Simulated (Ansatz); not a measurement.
The system is PbS (Galena).

```
Pb S
1.0
     0.00000    2.96575    2.96575
     2.96575    0.00000    2.96575
     2.96575    2.96575    0.00000
Pb S
1 1
Direct
  0.00000 0.00000 0.00000
  0.50000 0.50000 0.50000
```

| Quantity | Value |
| --- | --- |
| Program | Ansatz 0.2.0 |
| Task | relaxation of cell and atoms |
| Functional | PBEsol |
| Dispersion | D4 |
| Potentials or basis | all-electron LAPW, scalar-relativistic |
| Basis error allowed | 0.001 eV/atom |
| k mesh | 8 × 8 × 8 |
| Occupations | gaussian, width 0.01 eV |
| Spin | collinear spin, ferromagnetic start |
| Starting moments | [0.5, 0.0] μB |

At the start: volume 26.09 Å³/atom.

Task: Where does the relaxation end?

Result: Over 5 steps the energy falls by 6.2 meV/atom and the volume is 25.17 Å³/atom (-3.5 %); space group Fm-3m (No. 225, to 0.05 Å); moment 0.00 μB per cell.

The path:
```tsv
step	energy change (eV)	largest force (eV/Å)	volume (Å³)
1	0.0000	0.0000	52.17
2	-0.0074	0.0000	49.24
3	-0.0123	0.0000	50.39
4	-0.0123	0.0000	50.34
5	-0.0123	0.0000	50.34
```

Final structure:
```
CELL_PARAMETERS angstrom
0.00000 2.93065 2.93065
2.93065 0.00000 2.93065
2.93065 2.93065 0.00000
ATOMIC_POSITIONS crystal
Pb 0.00000 0.00000 0.00000
S 0.50000 0.50000 0.50000
```

Caveat: the starting moments weren't kept.
